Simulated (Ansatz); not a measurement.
PtSe$_{2}$: distorted cells

Computed with Ansatz, DFT PBE, scalar-relativistic, plane waves, PAW.

Cutoff 420 eV; k points 15×15×8 on the computed 3-atom cell (Γ-centred); Gaussian smearing, width 0.10 eV; no spin polarisation.

Reference cell:

```
CELL_PARAMETERS angstrom
3.72400 0.00000 0.00000
-1.86200 3.22508 0.00000
0.00000 0.00000 5.06200
ATOMIC_POSITIONS crystal
Pt 0.00000 0.00000 0.00000
Se 0.33333 0.66667 0.25000
Se 0.66667 0.33333 0.75000
```

Each variant moves atoms of this cell by the vectors given, if any (Å), and then applies a symmetric strain (tensor components, Cartesian axes). The reference cell isn't relaxed at this level. Energies are per atom at zero smearing, counted from the lowest variant. Pressure is positive in compression.

1. strain (xx yy zz yz xz xy, %) 4.00 4.00 -5.00 0.00 0.00 0.00; moves: Se2 (0.000, 0.000, 0.122); Se3 (0.000, 0.000, -0.122)
2. strain (xx yy zz yz xz xy, %) -4.38 -4.38 -1.38 0.00 0.00 0.00; moves: Se2 (0.000, 0.000, 0.037); Se3 (0.000, 0.000, -0.037)
3. strain (xx yy zz yz xz xy, %) -4.17 -4.17 4.83 0.00 0.00 0.00; moves: Se2 (0.000, 0.000, 0.122); Se3 (0.000, 0.000, -0.122)
4. strain (xx yy zz yz xz xy, %) -0.89 -0.89 0.61 0.00 0.00 0.00; moves: Se2 (0.000, 0.000, 0.037); Se3 (0.000, 0.000, -0.037)

| result | ΔE (meV/atom) | P (GPa) | largest force (eV/Å) |
| --- | --- | --- | --- |
| A | 12.2 | -4.32 | 0.85 |
| B | 172.7 | 24.33 | 1.53 |
| C | 0.0 | 7.09 | 0.23 |
| D | 81.7 | 7.28 | 0.63 |

**Question.** Which variant gave which result?

**Answer.** A is 1, B is 2, C is 4, D is 3. The pressure falls as the cell grows: from the smallest volume to the largest the variants are 2, 3, 4, 1.

Spin–orbit coupling is left out, which can shift energies with elements as heavy as these.